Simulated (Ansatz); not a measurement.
Consider GeTe (space group R3m, No. 160; a = 4.187 Å, c = 11.060 Å (hexagonal axes); layered).

Structures relaxed with r2SCAN (Ansatz, a program for electronic structure; PAW; 500 eV plane waves; spin-orbit coupling left out).

Base:

Simulated powder pattern, Cu Kα1, λ = 1.54056 Å (kinematic, ideal powder, no thermal factors, no anomalous dispersion; the 14 strongest lines at most, above 2 %, up to 2θ = 90°):

```tsv
2θ (°)	I/Imax (%)	hkl
24.12	9.5	(003)
25.84	10	(101)
29.43	100	(012)
41.01	35	(104)
43.18	37	(110)
48.15	8.8	(015)
50.06	7.7	(113)
53.12	19	(202)
61.07	11	(024)
64.25	6.0	(107)
67.66	12	(116)
70.77	16	(122)
77.70	10	(214)
79.18	6.0	(300)
```

Perturbation: cell and atoms relaxed at a pressure of 7 GPa.

Problem. How do the reflections move or split?

Solution. 
Simulated powder pattern, Cu Kα1, λ = 1.54056 Å (kinematic, ideal powder, no thermal factors, no anomalous dispersion; the 14 strongest lines at most, above 2 %, up to 2θ = 90°):

| 2θ (°) | d (Å) | I/Imax (%) | hkl |
|---|---|---|---|
| 26.34 | 3.381 | 4.6 | (003) |
| 26.79 | 3.325 | 9.0 | (101) |
| 30.90 | 2.891 | 100 | (012) |
| 43.98 | 2.057 | 36 | (104) |
| 44.56 | 2.032 | 37 | (110) |
| 52.51 | 1.741 | 4.0 | (113) |
| 54.22 | 1.690 | 5.9 | (006) |
| 55.21 | 1.662 | 19 | (202) |
| 64.40 | 1.446 | 11 | (024) |
| 72.71 | 1.299 | 15 | (116) |
| 73.56 | 1.287 | 16 | (122) |
| 80.45 | 1.193 | 5.0 | (018) |
| 81.69 | 1.178 | 12 | (214) |
| 82.10 | 1.173 | 6.1 | (300) |

The indices refer to the base's conventional cell; one index is shown for lines that coincide.

Load acts through the strain it causes; cell and atoms are relaxed under it. No phonon test of stability was made. No other phases were tried under pressure. No dispersion term is included, though the crystal is made of layers, chains or molecules, so its spacings can come out too wide.
